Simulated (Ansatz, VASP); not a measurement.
# Two plane-wave programs on Pb

The input INCAR:

```
SYSTEM = Pb
PREC     = Accurate       ! precision mode
ENCUT    = 520            ! plane-wave cutoff, eV
EDIFF    = 1E-6           ! SCF threshold, eV
ISMEAR   = -1             ! smearing method
SIGMA    = 0.1            ! smearing width, eV
LREAL    = .False.        ! projectors in reciprocal space
LASPH    = .True.         ! aspherical terms in the spheres
NELM     = 80             ! most SCF steps
ALGO     = Normal         ! electronic algorithm
ISIF     = 2              ! what is computed and relaxed
LWAVE    = .False.        ! write WAVECAR
LCHARG   = .False.        ! write CHGCAR
GGA      = RE             ! functional
NBANDS   = 13             ! bands
```

Contents of KPOINTS:

```
regular mesh
0
Gamma
  11 11 11
  0 0 0
```

Contents of POSCAR:

```
Pb
1.0
    3.2403910505      0.0000000000      0.0000000000
    0.0000000000      3.2403910505      0.0000000000
    0.0000000000      0.0000000000      3.2403910505
Pb
1
Direct
    0.0000000000      0.0000000000      0.0000000000
```

Input for Ansatz:

```yaml
crystal:
  lattice:
    - [3.2403910505, 0.0, 0.0]
    - [0.0, 3.2403910505, 0.0]
    - [0.0, 0.0, 3.2403910505]
  atoms:
    - { symbol: Pb, position: [0.0, 0.0, 0.0] }
hamiltonian:
  xc: revpbe
  pseudopotentials:
    kind: paw
    azcp:
      Pb: "pseudopotentials/Pb.paw.azcp"
basis:
  ecutwfc: 420
  fft_grid_basis: typed
kpoints:
  mp_grid: { grid: [11, 11, 11], shift: [0, 0, 0] }
magnetization:
  spin_polarized: false
scf:
  occupations: { method: fermi_dirac, width: 0.1 }
  lower_state_search: "off"
output:
  stress: true
```

Alike in both runs: task single point; functional revPBE; k mesh 11 × 11 × 11; occupations fermi-dirac, width 0.1 eV; no spin polarisation.

|  | VASP | Ansatz |
| --- | --- | --- |
| version | VASP 6.6.1 | Ansatz 0.2.0 |
| potentials or method | VASP PAW PBE potentials, release 64 (Pb_d) | plane waves (420 eV) with PAW, scalar-relativistic |
| plane-wave cutoff (eV) | 520 | 420 |
| valence electrons in the cell | 14 | 14 |

|  | VASP | Ansatz | Ansatz less VASP |
| --- | --- | --- | --- |
| pressure (GPa) | 1.5 | 1.5 | +0.04 |

Caveats: the PAW data sets were made with another functional, which shifts forces and pressure a little (VASP). The runs have no spin-orbit coupling, so splittings on Pb are missing.
